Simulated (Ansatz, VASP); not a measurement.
SnO2: VASP beside Ansatz

File INCAR:

```
PREC = Accurate ; ENCUT = 520
EDIFF = 1E-6 ; ISMEAR = 0
SIGMA = 0.05 ; LREAL = False
LASPH = True ; NELM = 80
ALGO = Normal ; ISIF = 2
LWAVE = False ; LCHARG = True
GGA = PE ; IVDW = 12
LELF = True ; LVHAR = True
NBANDS = 35
```

File KPOINTS:

```
Automatic mesh
0
Gamma
  12 12 4
```

POSCAR

```
SnO2
1.0
    3.1845270180      0.0000000000      0.0000000000
   -1.5922635090      2.7578812966      0.0000000000
    0.0000000000      0.0000000000     10.2472985135
Sn O
2 4
Direct
   -0.1559678954      0.0000000000      0.5000000000
    0.1559678954      0.0000000000      0.0000000000
    0.5087184888      0.3333333333      0.4017901351
    0.8246148446      0.3333333333      0.0982098649
    0.1753851554      0.6666666667      0.5982098649
    0.4912815112      0.6666666667      0.9017901351
```

Input for Ansatz:

```yaml
crystal:
  lattice:
    - [3.184527018, 0.0, 0.0]
    - [-1.592263509, 2.7578812966, 0.0]
    - [0.0, 0.0, 10.2472985135]
  atoms:
    - { symbol: Sn, position: [-0.1559678954, 0.0, 0.5] }
    - { symbol: Sn, position: [0.1559678954, 0.0, 0.0] }
    - { symbol: O, position: [0.5087184888, 0.3333333333, 0.4017901351] }
    - { symbol: O, position: [0.8246148446, 0.3333333333, 0.0982098649] }
    - { symbol: O, position: [0.1753851554, 0.6666666667, 0.5982098649] }
    - { symbol: O, position: [0.4912815112, 0.6666666667, 0.9017901351] }
basis:
  ecutwfc: 520.0
kpoints:
  mp_grid: { grid: [12, 12, 4] }
hamiltonian:
  xc: pbe
  dispersion: d3bj
scf:
  occupations: { method: gaussian, width: 0.05 }
output:
  forces: true
  stress: true
  eigenvalues: true
```

Change from the starting cell: mode 1 frozen in at -0.507 Å, equal normal strain along x, y and z -0.0083.

Alike in both runs: task single point; functional PBE; dispersion D3(BJ); k mesh 12 × 12 × 4; occupations gaussian, width 0.05 eV; no spin polarisation.

|  | VASP | Ansatz |
| --- | --- | --- |
| version | VASP 6.6.1 | Ansatz 0.2.0 |
| potentials or method | VASP PAW PBE potentials, release 64 (Sn_d, O) | scalar-relativistic, plane waves, PAW |
| plane-wave cutoff (eV) | 520 | 520 |
| valence electrons in the cell | 52 | 52 |

VASP gave:

- gap on the k mesh at the Fermi level (eV): 2.31
- least direct gap on the mesh (eV): 2.67
- pressure (GPa): 4.0
- largest component of the traceless stress (GPa): 2.64
- rms of the force components (eV/Å): 0.183

**Question.** What did Ansatz give for the same quantities?

**Answer.** gap on the k mesh at the Fermi level (eV): 2.33; least direct gap on the mesh (eV): 2.69; pressure (GPa): 3.4; largest component of the traceless stress (GPa): 2.26; rms of the force components (eV/Å): 0.156.

Atom by atom the forces differ by 0.028 eV/Å (rms over components).

Caveats: spin-orbit coupling is left out, which moves the levels of the heavy elements. A k mesh can miss the band edges.
